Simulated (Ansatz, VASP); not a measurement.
**BaZrO3 in VASP and in Ansatz**

File INCAR:

```
PREC = Accurate
ENCUT = 520
EDIFF = 1E-6
ISMEAR = -1
SIGMA = 0.05
LREAL = F
LASPH = T
NELM = 60
ALGO = Normal
ISIF = 2
LWAVE = F
LCHARG = T
GGA = PE
LELF = T
LVHAR = T
NBANDS = 28
```

KPOINTS

```
regular mesh
0
Gamma
  6 6 6
```

File POSCAR:

```
BaZrO3
1.0
    4.1913400000      0.0000000000      0.0000000000
    0.0000000000      4.1913400000      0.0000000000
    0.0000000000      0.0000000000      4.1913400000
Ba Zr O
1 1 3
Direct
    0.0000000000      0.0000000000      0.0000000000
    0.5000000000      0.5000000000      0.5000000000
    0.5000000000      0.5000000000      0.0000000000
    0.5000000000      0.0000000000      0.5000000000
    0.0000000000      0.5000000000      0.5000000000
```

File input.yaml:

```yaml
crystal:
  lattice:
    - [4.19134, 0.0, 0.0]
    - [0.0, 4.19134, 0.0]
    - [0.0, 0.0, 4.19134]
  atoms:
    - { symbol: Ba, position: [0.0, 0.0, 0.0] }
    - { symbol: Zr, position: [0.5, 0.5, 0.5] }
    - { symbol: O, position: [0.5, 0.5, 0.0] }
    - { symbol: O, position: [0.5, 0.0, 0.5] }
    - { symbol: O, position: [0.0, 0.5, 0.5] }
hamiltonian:
  xc: pbe
  pseudopotentials: { kind: paw }
kpoints:
  mp_grid: { grid: [6, 6, 6] }
  band_path:
    path:
      - [[0.0, 0.0, 0.0], [0.0, 0.5, 0.0], [0.5, 0.5, 0.0], [0.0, 0.0, 0.0], [0.5, 0.5, 0.5], [0.0, 0.5, 0.0]]
      - [[0.5, 0.5, 0.0], [0.5, 0.5, 0.5]]
    npoints: 14
scf:
  occupations: { method: fermi_dirac, width: 0.05 }
  n_extra_bands: 12
output:
  forces: true
  stress: true
  eigenvalues: true
  fatbands: false
```

Alike in both runs: functional PBE; k mesh 6 × 6 × 6; occupations fermi-dirac, width 0.05 eV; no spin polarisation.

|  | VASP | Ansatz |
| --- | --- | --- |
| version | VASP 6.6.1 | Ansatz 0.2.0 |
| potentials or method | VASP PAW PBE potentials, release 64 (Ba_sv, Zr_sv, O) | Ansatz PAW |
| plane-wave cutoff (eV) | 520 | 420 |
| valence electrons in the cell | 40 | 40 |
| task | single point | band structure |

|  | VASP | Ansatz | Ansatz less VASP |
| --- | --- | --- | --- |
| gap on the k mesh at the Fermi level (eV) | 3.19 | 3.24 | +0.051 |
| least direct gap on the mesh (eV) | 3.41 | 3.44 | +0.023 |
| pressure (GPa) | 5.1 | 4.0 | -1.05 |

With one functional, cell and mesh, what is left measures potentials, basis and numerics.

Caveats: spin-orbit coupling is left out, which moves the levels of the heavy elements; the pressure holds a Pulay correction of +0.5 GPa for the finite cutoff (Ansatz). Expect the measured gap to be larger: semilocal functionals such as PBE lack the derivative discontinuity. A k mesh can miss the band edges.
